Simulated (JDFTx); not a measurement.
FeO (Wuestite):

```
Fe O
1.0
     0.00000    2.15540    2.15540
     2.15540    0.00000    2.15540
     2.15540    2.15540    0.00000
Fe O
1 1
Cartesian
  0.0000 0.0000 0.0000
  2.1554 2.1554 2.1554
```

Base run:

* Program: JDFTx 1.7.0 (patched build)
* Functional: LDA
* Potentials or basis: PseudoDojo-SR-LDA-0.4.1-standard
* Cutoff: 1225 eV
* Density cutoff: 9796 eV
* k mesh: 11 × 11 × 11
* Occupations: fermi-dirac, width 0.05 eV
* Spin: collinear spin, ferromagnetic start
* Starting moments: [3.0, 0.0] μB

Its results: band gap on the k mesh none (metal or under the smearing width); pressure -16.2 GPa; net moment 4.00 μB per cell; site moments Fe +3.61; O +0.40 μB.

The run is repeated on the same cell with these changes: functional from LDA to PBEsol; potentials or basis from PseudoDojo-SR-LDA-0.4.1-standard to PseudoDojo-SR-PBEsol-0.4.1-standard. What comes out?

Band gap on the k mesh none (metal or under the smearing width); pressure -9.1 GPa; net moment 4.00 μB per cell; site moments Fe +3.63; O +0.38 μB.

Caveats: a cell with one magnetic atom can't hold antiferromagnetic order, which such compounds often take; semilocal functionals often make such compounds metallic where correlation or magnetic order opens a gap, which also shifts bond lengths; so large a pressure means that the cell lies far from this level's equilibrium, or that cutoff or potentials fall short (some runs).
